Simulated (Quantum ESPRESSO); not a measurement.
## Ta2C under changes of volume

One of the cells (13.774 Å³/atom); the others are scaled copies at fixed shape and fractional positions:

```
CELL_PARAMETERS angstrom
3.10590 0.00000 0.00000
-1.55295 2.68979 0.00000
0.00000 0.00000 4.94640
ATOMIC_POSITIONS crystal
Ta 0.66667 0.33333 0.74799
Ta 0.33333 0.66667 0.25201
C 0.00000 0.00000 0.00000
```

| Quantity | Value |
| --- | --- |
| Program | Quantum ESPRESSO 7.5 |
| Functional | LDA |
| Potentials or basis | GBRV 1.5 LDA |
| Cutoff | 762 eV |
| Density cutoff | 6095 eV |
| k mesh | 10 × 10 × 6 |
| Occupations | fermi-dirac, width 0.05 eV |
| Spin | no spin polarisation |

```csv
volume (Å³/atom),energy over the lowest point (meV/atom),pressure (GPa),largest force (eV/Å)
12.948,13.76,10.8,0.495
13.223,1.17,3.8,0.279
13.499,0.00,-2.5,0.081
13.774,9.10,-8.1,0.102
14.050,27.47,-13.2,0.270
14.325,?,?,?
14.601,88.28,-21.9,0.569
```

What does the run at 14.325 Å³/atom give?

Energy over the lowest point 54.15 meV/atom; pressure -17.8 GPa; largest force 0.426 eV/Å.

Worked out: A Birch-Murnaghan fit of order 3 (a polynomial in V^(-2/3)) to the other rows has its minimum at 13.39 Å³/atom with B0 = V·E''(V) = 303 GPa and B' = 4.2 at fixed shape and positions, which overstates the stiffness. It gives 54.09 meV/atom at 14.325 Å³/atom, against the run's 54.15, and -dE/dV = -17.7 GPa, against -17.8.

Energies are extrapolated to zero smearing.
